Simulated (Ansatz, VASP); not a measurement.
## SiC in VASP and in Ansatz

POSCAR

```
SiC
1.0
    0.0000000000      1.8992121228      1.8992121228
    1.8992121228      0.0000000000      1.8992121228
    1.8992121228      1.8992121228      0.0000000000
C Si
1 1
Direct
    0.0000000000      0.0000000000      0.0000000000
    0.5000000000      0.5000000000      0.5000000000
```

INCAR.step1

```
SYSTEM = SiC
PREC = Accurate ; ENCUT = 520
ISMEAR = 0 ; SIGMA = 0.05
LREAL = .FALSE. ; LASPH = .TRUE.
NELM = 80 ; NBANDS = 11
GGA = PE ; ALGO = Normal
EDIFF = 1E-4 ; LWAVE = .TRUE.
LCHARG = .FALSE.
```

The input INCAR.step2:

```
SYSTEM = SiC
PREC = Accurate ; ENCUT = 520
EDIFF = 1E-6 ; ISMEAR = 0
SIGMA = 0.05 ; LREAL = .FALSE.
LASPH = .TRUE. ; NELM = 80
ALGO = Normal ; ISIF = 2
LWAVE = .FALSE. ; LCHARG = .FALSE.
METAGGA = R2SCAN ; LMIXTAU = .TRUE.
NBANDS = 11 ; ISTART = 1
```

Contents of KPOINTS:

```
Automatic mesh
0
G
  20 20 20
  0 0 0
```

Input for Ansatz:

```yaml
crystal:
  lattice:
    - [0.0, 1.8992121228, 1.8992121228]
    - [1.8992121228, 0.0, 1.8992121228]
    - [1.8992121228, 1.8992121228, 0.0]
  atoms:
    - { symbol: C, position: [0.0, 0.0, 0.0] }
    - { symbol: Si, position: [0.5, 0.5, 0.5] }
basis:
  ecutwfc: 500
  ecutrho_ratio: 4
kpoints:
  mp_grid: { grid: [20, 20, 20] }
hamiltonian:
  xc: r2scan
scf:
  occupations: { method: gaussian, width: 0.05 }
output:
  forces: true
  stress: true
  eigenvalues: true
```

Alike in both runs: task single point; functional r2SCAN; k mesh 20 × 20 × 20; occupations gaussian, width 0.05 eV; no spin polarisation.

|  | VASP | Ansatz |
| --- | --- | --- |
| version | VASP 6.6.1 | Ansatz 0.2.0 |
| potentials or method | VASP PAW PBE potentials, release 64 (C, Si) | scalar-relativistic, plane waves, PAW |
| plane-wave cutoff (eV) | 520 | 500 |
| valence electrons in the cell | 8 | 8 |

|  | VASP | Ansatz | Ansatz less VASP |
| --- | --- | --- | --- |
| gap on the k mesh at the Fermi level (eV) | 0.79 | 0.79 | +0.001 |
| least direct gap on the mesh (eV) | 6.19 | 6.18 | -0.006 |

 A k mesh can miss the band edges. r2SCAN opens gaps a little over a GGA but as a rule still falls short of measured ones.
